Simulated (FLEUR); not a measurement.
# How the basis cutoff moves the magnetism of MnS (Browneite), part 4 of 4

Aim: see how far the moments and order energies of MnS (Browneite) move with the basis cutoff, and what each rung costs.

FLEUR MaX-R8.1; PBE with U = 4.9 eV, J = 0.9 eV on Mn d; all-electron FLAPW, Dirac cores, scalar-relativistic bands.

So far, largest spin moment in the muffin-tin sphere (μB): step 2 (rung 1 (Kmax 2.56 1/bohr), start ferro +) 4.70; step 7 (rung 3 (Kmax 3.84 1/bohr), start antiferro q=(0,1/2,1/2) +-) 4.61; step 8 (rung 4 (Kmax 4.47 1/bohr), start ferro +) 4.73; step 9 (rung 4 (Kmax 4.47 1/bohr), start antiferro q=(0,1/2,1/2) +-) 4.61; step 10 (rung 5 (Kmax 5.11 1/bohr), start ferro +) 4.73.

### 11. Rung 5 (Kmax 5.11 1/bohr), start antiferro q=(0,1/2,1/2) +-

The k list default-1 (kpts.xml, not shown) is a Γ-centred 6×3×6 mesh.

File inp.xml:

```
<?xml version="1.0" encoding="UTF-8" standalone="no"?>
<fleurInput fleurInputVersion="0.39">
   <comment>
      MnS
   </comment>
   <calculationSetup>
      <cutoffs Kmax="5.11" Gmax="15.3" GmaxXC="15.3" numbands="0"/>
      <scfLoop itmax="130" minDistance="0.0001" maxIterBroyd="15" imix="Anderson" alpha="0.05" precondParam="0.0" spinf="2.0" sdNocoIR="T"/>
      <coreElectrons ctail="T" frcor="F" kcrel="0" coretail_lmax="0"/>
      <xcFunctional name="pbe" relativisticCorrections="F"/>
      <magnetism jspins="2"/>
      <soc l_soc="F" theta="0.0" phi="0.0" spav="F"/>
      <expertModes spex="0" secvar="F"/>
      <geometryOptimization l_f="F" forcealpha="1.0" forcemix="BFGS" epsdisp="0.00001" epsforce="0.00001"/>
      <ldaU l_linMix="F" mixParam="0.05" spinf="1.0"/>
   </calculationSetup>
   <cell>
      <bzIntegration valenceElectrons="42.0" mode="hist" fermiSmearingEnergy="0.00110248">
         <kPointListSelection listName="default-1"/>
         <xi:include xmlns:xi="http://www.w3.org/2001/XInclude" href="kpts.xml"> </xi:include>
      </bzIntegration>
      <xi:include xmlns:xi="http://www.w3.org/2001/XInclude" href="sym.xml"> </xi:include>
      <bulkLattice scale="1.0">
         <bravaisMatrix>
            <row-1>    0.0000000000000000     5.2912331488799991     5.2912331488799991</row-1>
            <row-2>   10.5824662977599981     0.0000000000000000    10.5824662977599981</row-2>
            <row-3>   10.5824662977599981     5.2912331488799991     5.2912331488799991</row-3>
         </bravaisMatrix>
      </bulkLattice>
   </cell>
   <atomSpecies>
      <species name="Manganese 4.500" element="Mn" atomicNumber="25">
         <mtSphere radius="2.7" gridPoints="893" logIncrement="0.014"/>
         <atomicCutoffs lmax="10" lnonsphr="8"/>
         <electronConfig flipSpins="F">
            <coreConfig>(1s1/2) (2s1/2) (2p1/2) (2p3/2)</coreConfig>
            <valenceConfig>(3s1/2) (3p1/2) (3p3/2) (4s1/2) (3d3/2) (3d5/2)</valenceConfig>
            <stateOccupation state="(3d3/2)" spinUp="1.75" spinDown="0.25"/>
            <stateOccupation state="(3d5/2)" spinUp="3.0" spinDown="0.0"/>
         </electronConfig>
         <energyParameters s="4" p="4" d="3" f="4"/>
         <ldaU l="2" U="4.9" J="0.9" l_amf="F"/>
         <lo type="SCLO" l="0" n="3" eDeriv="0"/>
         <lo type="SCLO" l="1" n="3" eDeriv="0"/>
      </species>
      <species name="Manganese -4.500" element="Mn" atomicNumber="25">
         <mtSphere radius="2.7" gridPoints="893" logIncrement="0.014"/>
         <atomicCutoffs lmax="10" lnonsphr="8"/>
         <electronConfig flipSpins="F">
            <coreConfig>(1s1/2) (2s1/2) (2p1/2) (2p3/2)</coreConfig>
            <valenceConfig>(3s1/2) (3p1/2) (3p3/2) (4s1/2) (3d3/2) (3d5/2)</valenceConfig>
            <stateOccupation state="(3d3/2)" spinUp="0.25" spinDown="1.75"/>
            <stateOccupation state="(3d5/2)" spinUp="0.0" spinDown="3.0"/>
         </electronConfig>
         <energyParameters s="4" p="4" d="3" f="4"/>
         <ldaU l="2" U="4.9" J="0.9" l_amf="F"/>
         <lo type="SCLO" l="0" n="3" eDeriv="0"/>
         <lo type="SCLO" l="1" n="3" eDeriv="0"/>
      </species>
      <species name="Sulfur (S)" element="S" atomicNumber="16">
         <mtSphere radius="1.76" gridPoints="583" logIncrement="0.02"/>
         <atomicCutoffs lmax="6" lnonsphr="4"/>
         <electronConfig flipSpins="F">
            <coreConfig>(1s1/2) (2s1/2) (2p1/2) (2p3/2)</coreConfig>
            <valenceConfig>(3s1/2) (3p1/2) (3p3/2)</valenceConfig>
            <stateOccupation state="(3p1/2)" spinUp="0.666667" spinDown="0.666667"/>
            <stateOccupation state="(3p3/2)" spinUp="1.333333" spinDown="1.333333"/>
         </electronConfig>
         <energyParameters s="3" p="3" d="3" f="4"/>
      </species>
   </atomSpecies>
   <atomGroups>
      <atomGroup species="Manganese 4.500">
         <relPos label="                   1">.0000000000 .0000000000 .0000000000</relPos>
         <force calculate="T" relaxXYZ="TTT"/>
      </atomGroup>
      <atomGroup species="Manganese -4.500">
         <relPos label="                   2">.0000000000 1.000/2.000 .0000000000</relPos>
         <force calculate="T" relaxXYZ="TTT"/>
      </atomGroup>
      <atomGroup species="Sulfur (S)">
         <relPos label="                   3">1.000/4.000 .0000000000 1.000/4.000</relPos>
         <relPos label="                   4">1.000/4.000 1.000/2.000 1.000/4.000</relPos>
         <force calculate="T" relaxXYZ="TTT"/>
      </atomGroup>
   </atomGroups>
   <output dos="F" band="F" slice="F">
      <bandDOS minEnergy="-.5*Htr" maxEnergy="0.5*Htr" sigma="0.015" storeEVData="T"/>
      <plotting iplot="0" polar="F">
         <plot TwoD="T" vec1="  1.0  0.0  0.0" vec2="  0.0  1.0  0.0" vec3="  0.0  0.0  1.0" zero="  0.0  0.0  0.0" file="plot"/>
      </plotting>
      <moessbauerParams electricFieldGradient="F" isomerShift="F" coreHyperfine="F" valenceHyperfine="F"/>
   </output>
</fleurInput>
```

File crystal.txt:

```
MnS
&input film=F cartesian=F /
0.00000000000  2.80000000000  2.80000000000
5.60000000000  0.00000000000  5.60000000000
5.60000000000  2.80000000000  2.80000000000
1.8897261246
1.0 1.0 1.0

4
25 0.00000000000  0.00000000000  0.00000000000 : 4.500
25 0.00000000000  0.50000000000  0.00000000000 : -4.500
16 0.25000000000  0.00000000000  0.25000000000
16 0.25000000000  0.50000000000  0.25000000000

&kpt div1=6 div2=3 div3=6 gamma=T /
```

Run with:

```sh
> OMP_NUM_THREADS=1 inpgen -f crystal.txt > inpgen.log  # inp.xml is then edited as shown
> OMP_NUM_THREADS=1 mpirun -n 2 fleur_MPI > fleur.log
```

Output:

```text
[banner, memory and clock lines left out]
Welcome to FLEUR        (www.flapw.de)
      MaX-Release 8.1          (www.max-centre.eu)

 ========== k-point set info ==========
 Selected k-point list: default-1
 k-point list type: mesh
 6 x 3 x 6
 Number of k points: 34

 [... set-up left out ...]
 no density matrix found ... skipping LDA+U
 Reset of history
 Iteration:     1   Distance:       8.95833930 me/bohr^3
 Iteration:     2   Distance:       8.71197473 me/bohr^3
 Iteration:     3   Distance:       8.02459176 me/bohr^3
 Iteration:     4   Distance:       4.22829698 me/bohr^3
[...]
[... left out ...]
            <freeEnergy value="-3115.7149760306"/>
            <extrapolationTo0K value="-3115.7149760306"/>
         </totalEnergy>
         [... left out ...]
         <ldaUDensityMatrixConvergence>
            <distance spin="1" distance="0.000007"/>
            <distance spin="2" distance="0.000007"/>
         </ldaUDensityMatrixConvergence>
         <densityConvergence units="me/bohr^3">
            <chargeDensity spin="1" distance="0.0000911448"/>
            <chargeDensity spin="2" distance="0.0000900281"/>
            <overallChargeDensity distance="0.0001476711"/>
            <spinDensity distance="0.0001049671"/>
         </densityConvergence>
      </iteration>
```

The job ended after 33 min (2 MPI ranks of Intel Xeon Platinum 8375C at 2.90GHz (Ice Lake), shared host; peak memory 0.57 GiB).

The run was cut off at its time limit.

After 17 cycles the density distance stands at 1.3e-4 me/bohr³, still falling.

### 12. The rungs together

Ladder, by row:

```csv
rung,Kmax (1/bohr),state from the first start,state from the second start,second less first (meV a seeded atom),"moment, first (μB)","moment, second (μB)","CPU time (s), all starts"
1,2.56,ferromagnetic,antiferromagnetic,-106.8,4.702,4.582,150.8
2,3.2,ferromagnetic,antiferromagnetic,-99.12,4.726,4.609,215.2
3,3.84,ferromagnetic,antiferromagnetic,-98.72,4.729,4.613,577.5
4,4.47,ferromagnetic,antiferromagnetic,-98.44,4.73,4.614,1434
```

### 13. Summary of results

- range of the moment in the table, second start: 4.58 to 4.61 μB
- range of CPU time: 2.5 min to 24 min
- range of the energy difference: -107 to -98.4 meV a seeded atom
- first rung from which all stay within 4.9 meV of the last, moments within 0.06 μB: 2

From rung 2 on the result stays within 0.68 meV of the last rung, inside the margin of 4.9 meV (5 % of the last value, 2 meV at least; moments within 0.06 μB), at 15 % of the last rung's cost. The second start ends lower on every rung, so the sign of the difference is steady; whether functional and cell give the true order is another matter. Rung 5 gave no pair of finished runs and is missing from the table. Differences are of free energies, so a wide smearing enters them.

[Logs and program files are shortened in this print: banners, set-up blocks, solver, clock and traceback lines can be left out without a mark of their own.]

[Logs are printed without paths, hosts, clocks, repeated set-up lines and the standing remarks that a program may print on its own settings, such as how far it seeks lower states.]

[Hosts, paths, dates, database ids (printed as entryN), source tags and the programs' standing remarks are cut or masked in the printed files.]

[Where a cell is said to come from a database of computed structures, the database is the Materials Project.]
